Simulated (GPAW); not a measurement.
# Screening of a field by 2H-MoS2 monolayer, part 2 of 2

Aim: the dipole that a field along the normal induces in 2H-MoS2 monolayer.

GPAW 26.7.0; GPAW, PAW setups; layer in a repeated cell with vacuum, relaxation of atoms and in-plane cell (the session's first sound run).

So far. Step 9 (In a field): The dipole is now 0.0495 e Å, against -1.9e-4 in the run without a field.

## (10) Field on

Level of this step: GPAW, PAW setups; slab in vacuum (GPAW).

run.py

```python
import json
import numpy as np
from ase import Atoms
from gpaw import GPAW, PW
from gpaw.external import ConstantElectricField

slab = Atoms(
    ['S', 'Mo', 'S'],
    positions=[
        [-0.00000, 1.83829, 9.00000],
        [-0.00000, 0.00000, 10.56434],
        [-0.00000, 1.83829, 12.12868]],
    cell=[[3.18402, -0.0, 0.0], [-1.59201, 2.75744, 0.0], [0.0, 0.0, 21.1287]],
    pbc=[True, True, False])

slab.calc = GPAW(mode=PW(400), xc='PBE', kpts={'size': (12, 12, 1), 'gamma': True},
                 occupations={'name': 'fermi-dirac', 'width': 0.05}, nbands='160%',
                 convergence={'density': 1e-05}, maxiter=200,
                 poissonsolver={'dipolelayer': 'xy'},
                 external=ConstantElectricField(0.3, [0, 0, 1]),
                 symmetry={'tolerance': 1e-3}, txt='slab.txt')
result = {}
energy = slab.get_potential_energy()
fermi = slab.calc.get_fermi_level()
v = slab.calc.get_electrostatic_potential().mean((0, 1)) - fermi
n = slab.calc.get_pseudo_density().mean((0, 1))
L = slab.cell[2, 2]
z = np.arange(len(v)) * L / len(v)
low, high = slab.positions[:, 2].min(), slab.positions[:, 2].max()
below, above = np.interp([low - 6.8, high + 6.8], z, v)
slopes = [np.interp(x, z, np.gradient(v, z)) for x in (low - 6.8, high + 6.8)]
eps = np.array([[slab.calc.get_eigenvalues(k, s) for k in range(len(slab.calc.get_ibz_k_points()))]
                for s in range(slab.calc.get_number_of_spins())]) - fermi
top, bottom = eps[eps < 0].max(), eps[eps > 0].min()
dipole = slab.get_dipole_moment()[2]
print(f'energy {energy:.4f} eV, Fermi level {fermi:.4f} eV, dipole {dipole:.5f} e A')
print(f'potential 6.8 A off the faces, from the Fermi level: lower {below:.4f} eV, upper {above:.4f} eV')
print(f'slope of the potential there: lower {slopes[0]:.5f}, upper {slopes[1]:.5f} eV/A')
print(f'nearest levels on the mesh: {top:.4f} and {bottom:.4f} eV')
print('magnetic moment', round(slab.get_magnetic_moment(), 3))
result.update(energy=energy, fermi=fermi, dipole=dipole, below=below, above=above, slopes=slopes, edges=[top, bottom],
              z=z.tolist(), v=v.tolist(), n=n.tolist(), positions=slab.positions.tolist(),
              forces=slab.get_forces(apply_constraint=False).tolist(), moments=slab.get_magnetic_moments().tolist())
json.dump(result, open('result.json', 'w'))
```

Run with:

```
OMP_NUM_THREADS=1 OPENBLAS_NUM_THREADS=1 python run.py
```

What it wrote:

```text
energy -22.0849 eV, Fermi level -1.2212 eV, dipole 0.07419 e A
potential 6.8 A off the faces, from the Fermi level: lower 5.8753 eV, upper 4.3461 eV
slope of the potential there: lower -0.00001, upper 0.00001 eV/A
nearest levels on the mesh: -0.8472 and 0.8041 eV
magnetic moment 0.0
```

The job ended after 46 s (1 thread of AMD EPYC 7B13 (Zen 3), shared host; peak memory 0.32 GiB).

Electrostatic potential energy of an electron (without an applied field's), less the Fermi level, planar mean against z:

z (Å), electrostatic potential energy of an electron (without an applied field's), less the Fermi level, planar mean (eV) and a bar from the least value:
```
      0.0        5.1 #############################
      0.5        5.9 ##############################
      1.0        5.9 ##############################
      1.5        5.9 ##############################
      2.0        5.9 ##############################
      2.5        5.9 ##############################
      3.0        5.9 ##############################
      3.5        5.9 ##############################
      4.0        5.9 ##############################
      4.5        5.9 ##############################
      5.0        5.9 ##############################
      5.5        5.9 ##############################
      6.0        5.9 ##############################
      6.5        5.8 ##############################
      7.0        5.8 ##############################
      7.5        5.4 #############################
      8.0        3.6 ############################
      8.5       -4.3 ###################
      9.0      -18.6 ####
      9.5       -7.7 ################
     10.0      -10.1 #############
     10.5      -22.5 
     11.0      -13.8 #########
     11.5       -6.9 #################
     12.0      -18.1 #####
     12.5       -9.4 ##############
     13.0        1.1 #########################
     13.5        3.7 ############################
     14.0        4.2 ############################
     14.5        4.3 ############################
     15.0        4.3 ############################
     15.5        4.3 ############################
     16.0        4.3 ############################
     16.5        4.3 ############################
     17.0        4.3 ############################
     17.5        4.3 ############################
     18.0        4.3 ############################
     18.5        4.3 ############################
     19.0        4.3 ############################
     19.5        4.3 ############################
     20.0        4.3 ############################
     20.5        4.3 ############################
     21.0        4.8 #############################
```

The dipole is now 0.0742 e Å, against -1.9e-4 in the run without a field.

## (11) The series

The members are put on one axis.

This step: induced dipole against applied field (GPAW 26.7.0).

Table of dipole along the normal by field:

| field (V/Å) | dipole along the normal (e·Å) |
| --- | --- |
| -0.200 | -0.0495 |
| -0.100 | -0.0247 |
| -0.050 | -0.0124 |
| 0.000 | -1.9e-4 |
| 0.050 | 0.0124 |
| 0.100 | 0.0247 |
| 0.200 | 0.0495 |
| 0.300 | 0.0742 |

## (12) A changed run

One more run, with changed settings.

This step: GPAW, PAW setups; slab in vacuum (GPAW 26.7.0).

run.py, as its differences from that of step 10:

```diff
@@ -4,3 +4,2 @@
 from gpaw import GPAW, PW
-from gpaw.external import ConstantElectricField
 
@@ -15,7 +14,6 @@
 
-slab.calc = GPAW(mode=PW(400), xc='PBE', kpts={'size': (12, 12, 1), 'gamma': True},
+slab.calc = GPAW(mode=PW(400), xc='PBE', kpts={'size': (1, 1, 1), 'gamma': True},
                  occupations={'name': 'fermi-dirac', 'width': 0.05}, nbands='160%',
-                 convergence={'density': 1e-05}, maxiter=200,
+                 convergence={'density': 1e-05}, maxiter=75,
                  poissonsolver={'dipolelayer': 'xy'},
-                 external=ConstantElectricField(0.3, [0, 0, 1]),
                  symmetry={'tolerance': 1e-3}, txt='slab.txt')
```

What it wrote:

```text
energy -14.3723 eV, Fermi level -1.1922 eV, dipole -0.00019 e A
potential 6.8 A off the faces, from the Fermi level: lower 5.5745 eV, upper 5.5787 eV
slope of the potential there: lower -0.00001, upper 0.00001 eV/A
nearest levels on the mesh: -1.1322 and 1.2021 eV
magnetic moment 0.0
```

Wall time 3.4 s (1 thread); peak memory 0.15 GiB.

The run finished. A setting was moved off its sound value on purpose, so it serves as a test and not as the result.

The fault put into the input: one k-point (kpts = [1, 1]).

The two runs compared:

| quantity | this run | sound run | difference |
| --- | --- | --- | --- |
| upper work function (eV) | 5.5787 | 5.1070 | 0.472 |
| lower work function (eV) | 5.5745 | 5.1028 | 0.472 |
| upper ionisation energy (eV) | 6.7109 | 5.9557 | 0.755 |

One result that differs is the upper ionisation energy, 6.71 eV against 5.96 eV.

## (13) Results

```
work function, both faces (Fermi level placed in the gap by the smearing)        : 5.11 eV
ionisation energy from the upper face (highest filled level on the mesh)         : 5.96 eV
electron affinity from the upper face (lowest empty Kohn-Sham level on the mesh) : 4.30 eV
dipole along the normal                                                          : -1.9e-4 e Å
induced dipole per field                                                         : 0.247 e Å per V/Å
out-of-plane polarisability per area, α/(ε0 A)                                   : 5.10 Å
```

**Reading.** The field induces 0.247 e Å per V/Å, a polarisable thickness α/(ε0 A) of 5.10 Å beside 3.13 Å between the outermost nuclei. A perfect conductor would give the distance between its two image planes; a dielectric of thickness t gives t(1 - 1/ε). The levels nearest the Fermi level on the mesh lie 1.65 eV apart, so the slab is gapped there: the smearing puts the Fermi level inside the gap, and from either face the ionisation energy is the work function plus 0.85 eV. Both are Kohn-Sham levels on the mesh, and semilocal gaps are too small, so the affinity tends to come out too large and the ionisation energy too small. The induced dipole is linear in the field over this range. The layer's cell and atoms come from the relaxation; spin-orbit coupling and temperature are left out.

[Logs are printed without paths, hosts, clocks, repeated set-up lines and the standing remarks that a program may print on its own settings, such as how far it seeks lower states.]

[Hosts, paths, dates, database ids (printed as entryN), source tags and the programs' standing remarks are cut or masked in the printed files.]
